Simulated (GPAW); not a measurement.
Input of a GPAW 26.7.0 run:

File run.py:

```python
from ase import Atoms
from ase.dft.bandgap import bandgap
from ase.io import write
from ase.units import GPa
from gpaw import GPAW, PW, setup_paths

setup_paths.insert(0, '.')

atoms = Atoms(['In', 'P'],
              cell=[[0.0, 2.9305, 2.9305],
                    [2.9305, 0.0, 2.9305],
                    [2.9305, 2.9305, 0.0]],
              scaled_positions=[[0.0, 0.0, 0.0],
                                [0.75, 0.75, 0.75]],
              pbc=True)

calc = GPAW(mode=PW(600),
            xc='PBEsol',
            kpts={'size': (8, 8, 8), 'gamma': True},
            occupations={'name': 'fermi-dirac', 'width': 0.05},
            nbands=18,
            convergence={'density': 1e-05, 'energy': 1e-05},
            maxiter=150,
            txt='gpaw.txt')
atoms.calc = calc
energy = atoms.get_potential_energy()
forces = atoms.get_forces()
stress = atoms.get_stress()
calc.write('gs.gpw')
write('result.traj', atoms)
print(f'Energy: {energy:.6f} eV')
print('Forces (eV/A):')
print(forces.round(4))
print('Stress (GPa):', (stress / GPa).round(3))
print('Fermi level:', round(calc.get_fermi_level(), 4), 'eV')
print(f'Gap: {bandgap(calc)[0]:.4f} eV, direct: {bandgap(calc, direct=True)[0]:.4f} eV')
```

Potentials or basis: PAW data sets generated in the run's folder for this functional, pw.

Run with:

```bash
$ gpaw-setup -f PBEsol In P
$ OMP_NUM_THREADS=1 python run.py
```

(1) Predict the band gap on the k mesh.

(2) What does it give for the pressure?

## Answers

(1) 0.61 eV, direct.

(2) 0.4 GPa.

Caveat: spin-orbit coupling is left out, which moves the levels of the heavy elements.

**Measured values to compare with.**

A printed reference work, data compilation reports, for a bulk crystal of InP at 1.6 K: band gap 1.4236 eV (direct).

Measured gap of InP: 1.4236 eV (direct; 1.6 K; a printed reference work, data compilation). This calculation gives 0.61 eV (-0.81 eV). Spin-orbit coupling on In is left out. The value is that of PBEsol, without temperature or zero-point motion. Semilocal functionals fall short of measured gaps as a rule.
